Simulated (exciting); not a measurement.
Wanted: the native input for an exciting (release sodium) run.

* Task: single point
* Functional: LDA
* Potentials or basis: all-electron LAPW+lo, shipped species files, valence relativity iora*
* rgkmax: 7.5
* k mesh: 12 × 12 × 11
* Occupations: gaussian, width 0.02 eV
* Spin: no spin polarisation
* outputlevel: normal
* gmaxvr (cutoff of density and potential): 14 1/bohr
* lmaxapw (and lmaxmat): 10
* lmaxvr: 8
* nempty: 10
* Valence relativity: iora*
* epsengy: 1e-05 Ha
* epspot: 1e-05 Ha
* maxscl: 60
* Muffin-tin radii: N 1.45 bohr

The system is N.

```
N
1.0
     2.51947    0.00000    0.00000
    -1.25974    2.18193    0.00000
     0.00000    0.00000    2.44600
N
2
Cartesian
  0.0000 1.4546 1.8345
  1.2597 0.7273 0.6115
```

The real solid is made of molecules; this cell is a model form.

One way to write it, as run:

input.xml

```xml
<input>
  <title>N</title>
  <structure speciespath="./" tshift="false">
    <crystal scale="1">
      <basevect>4.761115438627 0.000000000000 0.000000000000</basevect>
      <basevect>-2.380557719314 4.123246920208 0.000000000000</basevect>
      <basevect>0.000000000000 0.000000000000 4.622273880287</basevect>
    </crystal>
    <species speciesfile="N.xml" rmt="1.45">
      <atom coord="0.333333333300 0.666666666700 0.750000000000"/>
      <atom coord="0.666666666700 0.333333333300 0.250000000000"/>
    </species>
  </structure>
  <groundstate do="fromscratch" ngridk="12 12 11" rgkmax="7.5" gmaxvr="14" lmaxapw="10" lmaxmat="10" lmaxvr="8" xctype="LDA_PW" stype="Gaussian" swidth="0.00073499" nempty="10" ValenceRelativity="iora*" epsengy="1e-05" epspot="1e-05" maxscl="60" tforce="true" outputlevel="normal"/>
</input>
```

Potentials or basis: all-electron LAPW+lo, shipped species files, valence relativity iora*.

Launch:

```console
$ OMP_NUM_THREADS=1 exciting_smp
```

Results of the run:

```
Band gap on the k mesh                            : none (metal or under the smearing width)
All electrons inside the program's atomic spheres : N 5.17 (radii N 1.45 bohr)
```

Run time: 52 s on 1 thread of Intel(R) Xeon(R) 6975P-C (Granite Rapids), with other jobs on the host, peak memory 0.12 GiB.
